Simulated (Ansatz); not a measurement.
# Lattice dynamics of Te2Mo monolayer (2H), part 2 of 2

Wanted: vibrations and spectra of Te2Mo monolayer (2H); the cell is already relaxed. After the zone centre comes a 6×6×1 q mesh on a 12×12×1 k mesh.

Ansatz 0.2.0; DFT PBEsol, scalar-relativistic, plane waves, PAW.

So far. Step 2 (Linear response at the zone centre): Before it was imposed, the acoustic sum rule was missed by 2.7e-4 eV/Å² and the charge sum rule by 0.0016 e. Small misses are needed for a sound result but don't prove that mesh and cutoff are converged. The lowest optical mode is real, 118 cm⁻¹.

### 3. The dispersion

Stability and thermal properties need the whole zone. Linear response on a 6×6×1 q mesh gives force constants as far as a supercell of that size would, and the tensors from the zone-centre run are typed in so that the long-range dipole term is interpolated apart.

The input, input.yaml:

```yaml
crystal:
  lattice:
    - [3.4910240159, 0.0, 0.0]
    - [-1.745512008, 3.023315483, 0.0]
    - [0.0, 0.0, 31.0]
  atoms:
    - { symbol: Mo, position: [0.3333333333, 0.6666666667, 0.3225806452] }
    - { symbol: Te, position: [0.6666666667, 0.3333333333, 0.3807550545] }
    - { symbol: Te, position: [0.6666666667, 0.3333333333, 0.2644062358] }
  periodic: [true, true, false]
kpoints:
  mp_grid: { grid: [12, 12, 1] }
hamiltonian:
  xc: pbesol
scf:
  occupations: { method: fixed }
output:
  eigenvalues: true
phonons:
  method: dfpt
  qmesh: [6, 6, 1]
  temperatures: { t_max: 1000, t_step: 50 }
  qpath:
    path:
      - [0.0, 0.0, 0.0]
      - [0.5, 0.0, 0.0]
      - [0.33333333, 0.33333333, 0.0]
      - [0.0, 0.0, 0.0]
    npoints: 10
  isolated: true
  non_analytic_term:
    high_frequency_dielectric_tensor: [[5.1464, 0.0, 0.0], [0.0, 5.1464, 0.0], [0.0, 0.0, 1.203]]
    born_effective_charges:
      - { species: Mo, tensor: [[-3.3126, 0.0, 0.0], [0.0, -3.3126, 0.0], [0.0, 0.0, -0.159]] }
      - { species: Te, tensor: [[1.6563, 0.0, 0.0], [0.0, 1.6563, 0.0], [0.0, 0.0, 0.0795]] }
      - { species: Te, tensor: [[1.6563, 0.0, 0.0], [0.0, 1.6563, 0.0], [0.0, 0.0, 0.0795]] }
    source: "zone-centre run at this cell"
```

Started as:

```console
ansatz run input.yaml --threads 8 --pin off --max-ram 14336MiB --backend cpu --events-out ev --progress --plain --runs-dir out
```

Numbers of over 12 decimals in the logs are rounded to 6 here.

What it wrote:

```text
Warning: phonons: the dynamical matrix that this run interpolates holds no multipole term above the dipole-dipole one, and a site of this crystal is no centre of inversion, so its interpolated transverse optical and acoustic branches and sound speeds can stay off near Gamma, and the density of states and the thermodynamics with them. What a run solves at a wave vector of phonons.qpoints, Gamma apart, where the deck admits one, is free of this, and under fd what a larger phonons.supercell samples
[...]
Crystal: 3 atoms, lattice volume = 327.188 Å³
Basis set: ecut = 420 eV, 6373 PW (Γ), exchange–correlation on 48×48×432 points (8 copies of the dense FFT grid, shifted against one another)
Bands: 28, of which v1, the nominal top of the filled ones, is band 23 counted from 1 (22 counted from 0)
Symmetry: 12 space group operations
k-points: 19 of 144 (irreducible under 6 space group operations, time reversal used)
[...]
SCF iter   1: F=—  HF=-18701.273422 eV  |F-HF|=—  |Δ(HF+E_count)|=         —  Δρ=2.73e-3  dr2=1.31e-2  ethr=1.77e-3  ⟨swp⟩=7.7  Hψ=2574  notcnv=0  defer=54
[...]
SCF iter  11: F=-18701.276514 eV  HF=-18701.276514 eV  |F-HF|=4.37e-11  |Δ(HF+E_count)|=  1.09e-10  Δρ=1.65e-8  dr2=1.21e-12  ethr=1.00e-12  ⟨swp⟩=26.2  Hψ=5365  notcnv=0
SCF 1 converged in 11 iterations: F = -18701.276514 eV  dr2 = 1.21e-12
[...]
NSCF: frozen V_eff on 19 k-points
[...]
DFPT response loops at q = (0, 0, 0) (fractional): preconditioner auto → none (the input reference at scf.mixing.eps_inf says where Resta's filter doesn't serve); β = 0.50; Broyden in place of MSR1
[...]
SCF converged after 11 iterations
Free energy (F): -18701.276514 eV
[...]
Internal energy: -18701.276514 eV  (E = F + TS)
E sigma→0 (E₀):  -18701.276514 eV
Fermi energy:    -4.926743 eV
[...]
--- Band table (eV; the first three rows and the last of 19) ---
  k-point 0: bands = [... 19 lower, -6.5582, -5.7537, -5.7537, -5.4935, -1.6543 (-1.6543°), -1.6543 (-1.6543°), -1.3574, -1.3574, ... 1 higher]
  k-point 1: bands = [... 19 lower, -6.4739, -5.8862, -5.6811, -5.4943, -2.0780, -1.9605, -1.5804 (-1.5804°), -1.5729, ... 1 higher]
  k-point 2: bands = [... 19 lower, -6.2352, -6.2115, -5.7446, -5.5561, -2.8843, -2.6299, -2.0896, -1.3979, ... 1 higher]
  k-point 18: bands = [... 19 lower, -7.9780, -7.8625, -6.6998, -4.9267, -3.7237, -3.0730, -2.2475, -0.6533, ... 1 higher]
  ° read free of the cell's end (the report's vacuum.weakly_bound_levels)
--- Phonons (Γ-DFPT): 6 representative perturbations + reference (Σ response iterations 24) ---
  ASR residual: 7.945e-5 → 0.000e0 eV/Å²; symmetrization residual: 4.932e-5 eV/Å²
[...]
ASR residual per site (eV/Å²): 7.94e-5 3.18e-5 2.76e-5
  Γ frequencies (cm⁻¹): 0.00 0.00 0.00 118.18 118.18 173.33 238.21 238.21 295.28
--- Phonons (arbitrary-q DFPT): 7 irreducible q on the 6×6×1 mesh ---
  q = [0.0000, 0.0000, 0.0000] (star 1, of the zone-centre solve; hermiticity 4.41e-6, symmetrization 4.07e-11, taken by the last average 8.83e-8): -0.00 -0.00 0.00 118.18 118.18 173.33 238.21 238.21 295.28
  q = [0.0000, 0.1667, 0.0000] (star 6, 9 solved perturbations on 78 of 144 k-point pairs; hermiticity 3.62e-6, symmetrization 2.37e-10, taken by the last average 7.45e-7): 28.65 43.62 69.19 122.35 135.01 166.39 240.05 247.93 286.31
[...]
q = [0.1667, 0.1667, 0.0000] (star 6, 6 solved perturbations in 666 linear systems a pass and spin channel, the states on 144 of 144 k-point pairs; hermiticity 4.16e-6, symmetrization 4.39e-10, taken by the last average 3.66e-7): 62.89 74.59 91.29 131.04 147.58 158.36 236.61 250.14 274.85
[...]
sum rule: each row above includes the acoustic sum rule's correction from the zone centre's row sums; it moved no ω² by more than (0.47 cm⁻¹)²
  mesh force constants: q→R imaginary residual 9.16e-19; ASR residual 7.945e-5 → 0.000e0 eV/Å²; symmetrization residual 1.066e-14 eV/Å²
  interpolated dispersion: 31 rows × 9 modes
  density of states and harmonic sums: on the 24×24×1 q-mesh, interpolated from the force constants of a 6×6×1 supercell (with the dipole–dipole term of supplied tensors)
  largest difference from the sums on the solved wave vectors: F 2.90e-2 eV, S 3.57e-5 and C_V 6.73e-6 eV/K
  zero-point energy: 0.088750 eV/cell   skipped modes (ω ≤ 0): 3   left out of the sums: 5.79e-4 of the cell's modes: C_V's classical limit lies that fraction below 3 k_B per atom; for a crystal, a wire or a layer, F and S can be off by more, and a phonons.interpolated_qmesh denser along its periods is the remedy for the sampling
```

It took 7.9 min on 8 threads of Arm Neoverse V2, shared host; peak memory 3.3 GiB; 61 min of CPU time.

This step gave:

| Item | Value |
| --- | --- |
| sum-rule residual before enforcement | 7.94e-5 eV/Å² |
| lowest frequency on the path | 0 cm⁻¹ |
| highest frequency on the path or at a solved wavevector | 295.3 cm⁻¹ |
| mean frequency | 159.1 cm⁻¹ |
| lowest mode on the q mesh (acoustic modes at Γ apart) | 28.65 cm⁻¹ |
| zero-point energy per atom | 29.58 meV |
| heat capacity at 300 K | 23.54 J/(mol atoms K) |
| vibrational entropy at 300 K | 35.77 J/(mol atoms K) |
| edges of the widest gap between branches, on path and mesh | 173.3, 225.4 cm⁻¹ |

Frequencies (cm⁻¹) solved at each irreducible wavevector; negative means imaginary. Frequencies by wavevector, by row:

```csv
q in reciprocal lattice units,star,mode 1,mode 2,mode 3,mode 4,mode 5,mode 6,mode 7,mode 8,mode 9
0 0 0,1,0,0,0,118.2,118.2,173.3,238.2,238.2,295.3
0 0.1667 0,6,28.6,43.6,69.2,122.3,135,166.4,240.1,247.9,286.3
0 0.3333 0,6,69.7,77.9,104.2,129.3,151.4,158.7,238.2,246.2,271
0 -0.5 0,3,76.9,102.2,104.8,132.3,152.2,162.7,235.5,245.3,262.7
0.1667 0.1667 0,6,62.9,74.6,91.3,131,147.6,158.4,236.6,250.1,274.9
0.1667 0.3333 0,12,79.5,96.6,100.8,140.4,151.1,157.5,230,253.4,263
0.3333 0.3333 0,2,61.9,104.6,116.2,146.3,150.1,150.8,225.4,259.2,259.6
```

Interpolated from a 6×6×1 q mesh, with the LO-TO term (at Γ the limit along the path; where Γ stands inside the path, tables give the limit on arrival). Phonon branches along the path, in cm⁻¹:

```csv
point,branch 1,branch 2,branch 3,branch 4,branch 5,branch 6,branch 7,branch 8,branch 9
Γ,0,0,0,118,118,173,238,238,295
halfway,54,59,93,126,145,161,240,247,279
M,77,102,105,132,152,163,236,245,263
halfway,76,103,103,142,150,158,229,254,261
K,62,105,116,146,150,151,225,259,260
halfway,63,75,91,131,148,158,237,250,275
Γ,0,0,0,118,118,173,238,238,295
```

The phonon branches as a text plot (rows in cm⁻¹):

```
    289 |*********                                       ********
    277 |         ****                              *****
    265 |             ******************************
    252 | ************         *********     *******************
    240 |**********************                     *************
    228 |                      *********************
    215 |
    203 |
    191 |
    178 |***                                                 ****
    166 |   ********    **********                    *******
    154 |           **********************************
    141 |       ****            ***************************
    129 |   ********************                    *********
    117 |*******                      *******              ******
    105 |           ***************************
     92 |         **    **                   *********
     80 |       **    **************           **********
     68 |     **    ****            ***********     *******
     55 |       ****                                       **
     43 |   ******                                    *****
     31 |   **                                           *******
     18 | **  **                                           *****
      6 |*****                                               ****
         Γ                   M           K                      Γ
```

Tetrahedra on a 24×24×1 mesh, mean over bins of 5 cm-1. Interpolated from a 6×6×1 q mesh. Table of phonon density of states by wavenumber; read off at these points:

```csv
wavenumber (cm⁻¹),phonon density of states (1/cm⁻¹/cell)
2,0.00276
18,0.00591
32,0.00915
42,0.0118
58,0.0177
72,0.0445
78,0.0801
88,0.0242
102,0.119
112,0.00995
128,0.0416
142,0.0411
152,0.118
158,0.105
172,0.00858
188,0
198,0
212,0
228,0.0403
238,0.0877
242,0.0154
248,0.118
258,0.0332
268,0.0364
282,0.0164
298,1.4e-4
```

The partial phonon density of states has structure finer than the step of the table below, so its rows give means over 10 cm⁻¹, whole bins alone (the curve runs from -10 to 314 cm⁻¹). Peaks (cm⁻¹: height): Mo 79.7: 0.0186, 102.1: 0.0229, 238.7: 0.0563, 248.9: 0.0718, 263.2: 0.0517; Te 79.7: 0.0480, 102.1: 0.0782, 132.7: 0.0591, 151.1: 0.122, 248.9: 0.0234.

Phonopy on the run's constants, 19x19x1 mesh, Gaussian sigma 2.3 cm-1. Interpolated from a 6×6×1 q mesh. Table of partial phonon density of states by wavenumber; means over each step; values in 1/cm⁻¹/cell:

```csv
wavenumber (cm⁻¹),Mo,Te
0,6.0e-4,0.00163
10,0.00108,0.00305
20,0.00172,0.00496
30,0.00193,0.00575
40,0.00285,0.00856
50,0.00332,0.0106
60,0.00586,0.0170
70,0.0113,0.0296
80,0.0156,0.0411
90,0.00814,0.0256
100,0.0177,0.0603
110,0.00401,0.0168
120,2.6e-4,0.0216
130,1.0e-4,0.0498
140,1.8e-4,0.0453
150,1.8e-4,0.0936
160,3.8e-4,0.0752
170,1.2e-4,0.0139
180,2.1e-6,5.1e-4
190,0,0
200,0,0
210,0,0
220,0.00220,0.00156
230,0.0302,0.0164
240,0.0455,0.0169
250,0.0549,0.0168
260,0.0425,0.00953
270,0.0264,0.00670
280,0.0140,0.00422
290,0.00814,0.00282
300,8.7e-4,3.2e-4
```

Harmonic thermodynamic functions per atom, from the density of states. Interpolated from a 6×6×1 q mesh. Thermodynamic functions, by row:

```csv
T (K),F_vib (meV/atom),S (J/mol-atom/K),C_V (J/mol-atom/K)
0,29.58,0,0
100,24.23,12.97,16.3
200,3.3,26.5,22.01
300,-29.24,35.77,23.54
400,-70.03,42.64,24.13
500,-117.1,48.06,24.41
600,-169.3,52.52,24.57
700,-225.8,56.32,24.66
800,-285.9,59.61,24.72
900,-349.2,62.53,24.77
1000,-415.4,65.14,24.8
```

Symmetry leaves 7 wavevectors to solve. The lowest mode among them, the acoustic zeros apart, lies at q = (0, 0.167, 0) and is real, 28.6 cm⁻¹.

### 4. Isotope substitution, element Mo, natural mass 95.95 amu

An isotope changes the mass and not the force constants, so no new electronic calculation is needed; the shifts show which modes move this element.

The same force constants with the mass of Mo changed from 95.950 to 99.907 u (phonopy, no LO-TO term). Both lists are sorted by frequency; levels can cross, so a row need not hold one and the same mode. Modes under 3 cm⁻¹ are left out. Isotope shifts, by row:

```csv
q,rank,natural mass (cm⁻¹),changed mass (cm⁻¹)
0 0 0,4,118.2,118.2
0 0 0,5,118.2,118.2
0 0 0,6,173.3,173.3
0 0 0,7,238.2,234.8
0 0 0,8,238.2,234.8
0 0 0,9,295.3,291
0 0.1667 0,1,28.65,28.51
0 0.1667 0,2,43.62,43.4
0 0.1667 0,3,69.19,68.81
0 0.1667 0,4,122.3,122.3
0 0.1667 0,5,135,135
0 0.1667 0,6,166.4,166.3
0 0.1667 0,7,240.1,236.5
0 0.1667 0,8,247.9,244.4
0 0.1667 0,9,286.3,282
0 0.3333 0,1,69.71,69.38
0 0.3333 0,2,77.91,77.57
0 0.3333 0,3,104.2,103.5
0 0.3333 0,4,129.3,129.3
0 0.3333 0,5,151.4,151.4
0 0.3333 0,6,158.7,158.7
0 0.3333 0,7,238.2,234.6
0 0.3333 0,8,246.2,242.7
0 0.3333 0,9,271,266.7
0 -0.5 0,1,76.92,76.56
0 -0.5 0,2,102.2,101.6
0 -0.5 0,3,104.8,104.4
0 -0.5 0,4,132.3,132.3
0 -0.5 0,5,152.2,152.2
0 -0.5 0,6,162.7,162.7
0 -0.5 0,7,235.5,231.8
0 -0.5 0,8,245.3,241.8
0 -0.5 0,9,262.7,258.4
```

A mode of this element alone would shift by -2.00 %. The highest zone-centre frequency without the field goes from 295.3 to 291.0 cm⁻¹ (-1.4 %). The product of the frequency ratios over all optical modes at Γ is 0.957; the product rule, (m/m′)^(3k/2) (M′/M)^(3/2) with k = 1 such atoms and M the mass of the cell, gives 0.957.

### 5. Another isotope, element Te, natural mass 127.6 amu

The same for Te, from 127.60 to 129.91 u.

The same force constants with the mass of Te changed from 127.600 to 129.906 u (phonopy, no LO-TO term). Both lists are sorted by frequency; levels can cross, so a row need not hold one and the same mode. Modes under 3 cm⁻¹ are left out. Isotope shifts, by row:

```csv
q,rank,natural mass (cm⁻¹),changed mass (cm⁻¹)
0 0 0,4,118.2,117.1
0 0 0,5,118.2,117.1
0 0 0,6,173.3,171.8
0 0 0,7,238.2,237.6
0 0 0,8,238.2,237.6
0 0 0,9,295.3,294.6
0 0.1667 0,1,28.65,28.46
0 0.1667 0,2,43.62,43.33
0 0.1667 0,3,69.19,68.74
0 0.1667 0,4,122.3,121.3
0 0.1667 0,5,135,133.8
0 0.1667 0,6,166.4,164.9
0 0.1667 0,7,240.1,239.5
0 0.1667 0,8,247.9,247.3
0 0.1667 0,9,286.3,285.7
0 0.3333 0,1,69.71,69.23
0 0.3333 0,2,77.91,77.35
0 0.3333 0,3,104.2,103.5
0 0.3333 0,4,129.3,128.2
0 0.3333 0,5,151.4,150
0 0.3333 0,6,158.7,157.3
0 0.3333 0,7,238.2,237.7
0 0.3333 0,8,246.2,245.5
0 0.3333 0,9,271,270.5
0 -0.5 0,1,76.92,76.39
0 -0.5 0,2,102.2,101.6
0 -0.5 0,3,104.8,104.1
0 -0.5 0,4,132.3,131.1
0 -0.5 0,5,152.2,150.9
0 -0.5 0,6,162.7,161.3
0 -0.5 0,7,235.5,235
0 -0.5 0,8,245.3,244.6
0 -0.5 0,9,262.7,262.2
```

A mode of this element alone would shift by -0.89 %. The highest zone-centre frequency without the field goes from 295.3 to 294.6 cm⁻¹ (-0.2 %). The product of the frequency ratios over all optical modes at Γ is 0.967; the product rule, (m/m′)^(3k/2) (M′/M)^(3/2) with k = 2 such atoms and M the mass of the cell, gives 0.966.

### 6. Outcome

```json
{
  "space group (within 0.01 Å)": "P-6m2",
  "area per atom": "3.52 Å²",
  "gap on the k-mesh": "1.20 eV",
  "highest optical mode at the zone centre (no LO-TO term)": "295 cm⁻¹",
  "lowest optical zone-centre mode": "118 cm⁻¹",
  "largest Born charge (third of the trace)": "-2.26 e",
  "lowest mode on the q mesh (acoustic modes at Γ apart)": "28.6 cm⁻¹",
  "highest frequency on the path or at a solved wavevector": "295 cm⁻¹",
  "zero-point energy per atom": "29.6 meV",
  "heat capacity at 300 K": "23.5 J/(mol atoms K)",
  "vibrational entropy at 300 K": "35.8 J/(mol atoms K)",
  "imaginary modes on the 6×6×1 q mesh": "none"
}
```

What this shows: The structure is a minimum as far as tested: no mode is imaginary at the 7 irreducible wavevectors of the 6×6×1 mesh, and the softest away from the acoustic zeros lies at 29 cm⁻¹. Without the field, the optical modes at Γ span 118 to 295 cm⁻¹. The highest mode in this list at Γ, 295.3 cm⁻¹, is mostly motion of Mo (73 % of the kinetic energy). The strongest infrared line is at 238 cm⁻¹. Averaged over orientations, the strongest Raman line at 532 nm and 300 K is at 173 cm⁻¹. The tensors are the static, non-resonant ones, while 532 nm light (2.33 eV) lies above the computed gap. On the path and the mesh, the widest gap between branches runs from 173 to 225 cm⁻¹. In a sheet or slab the interpolated bending branch near Γ is rough, since the rotational sum rule isn't imposed. Dielectric tensors refer to the cell with its vacuum. Spin-orbit coupling is left out, which can matter for the heavy elements here. The starting cell was built on a prototype and not taken from a measurement. These are harmonic frequencies at zero temperature: anharmonic shifts, linewidths and thermal expansion are left out.

[Logs are printed without paths, hosts, clocks, repeated set-up lines and the standing remarks that a program may print on its own settings, such as how far it seeks lower states.]

[Hosts, paths, dates, database ids (printed as entryN), source tags and the programs' standing remarks are cut or masked in the printed files.]
